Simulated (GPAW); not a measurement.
## Cu in GPAW: convergence with plane-wave cutoff (eV)

Cu:

```xyz
2
Lattice="1.2185 -3.9764 0.0000 1.2185 3.9764 0.0000 0.0000 0.0000 2.4755" Properties=species:S:1:pos:R:3 pbc="T T T"
Cu    1.2185   -2.9118    1.8566
Cu    1.2185    2.9118    0.6189
```

This isn't the form of Cu at room conditions, which is fcc.

* Program: GPAW 26.7.0
* Task: convergence study
* Functional: PBEsol
* Potentials or basis: PAW data sets generated in the run's folder for this functional
* Cutoff: 200 eV
* Basis: pw
* k mesh: 7 × 7 × 7
* Occupations: fermi-dirac, width 0.05 eV
* Spin: no spin polarisation

These are the settings of the first run; the series varies plane-wave cutoff (eV), with any setting tied to it.

Hardware: 1 thread of Arm Neoverse V2, on a shared host.

The values tried are 200, 250, 300, 350, 400, 500, 600, 800, 1000, loosest first. From which on does the largest force stay within 0.005 eV/Å of the tightest run that finished?

From 500 on.

| plane-wave cutoff (eV) | energy less the tightest run, at zero smearing (meV/atom) | pressure (GPa) | largest force (eV/Å) | SCF cycles | CPU time (s) | peak memory (GiB) |
| --- | --- | --- | --- | --- | --- | --- |
| 200 | 2546.79 | -193.34 | 0.116 | 11 | 15 | 0.12 |
| 250 | 435.32 | -17.55 | 0.005 | 10 | 16 | 0.13 |
| 300 | 329.45 | 0.21 | 0.008 | 10 | 21 | 0.13 |
| 350 | 283.20 | -5.03 | 0.014 | 10 | 23 | 0.14 |
| 400 | 176.11 | -6.99 | 0.017 | 10 | 22 | 0.14 |
| 500 | 51.25 | -0.98 | 0.013 | 10 | 36 | 0.16 |
| 600 | 42.80 | 0.38 | 0.011 | 10 | 38 | 0.17 |
| 800 | 11.48 | -0.34 | 0.010 | 10 | 65 | 0.2 |
| 1000 | 0.00 | 0.54 | 0.010 | 10 | 63 | 0.25 |

Not settled before the last step: the energy (to 1 meV/atom), the pressure (to 0.1 GPa). The tightest run that finished is the yardstick and may itself not be fully converged.

Caveat, for the tightest run too: the k mesh is coarse (spacing up to 0.39 Å⁻¹), so the values aren't converged; with this Cu data set, volumes or pressures lay over 1.5 % or 2 GPa off other programs in two to four cells of ten; the program warned that so skewed a cell can give wrong results.
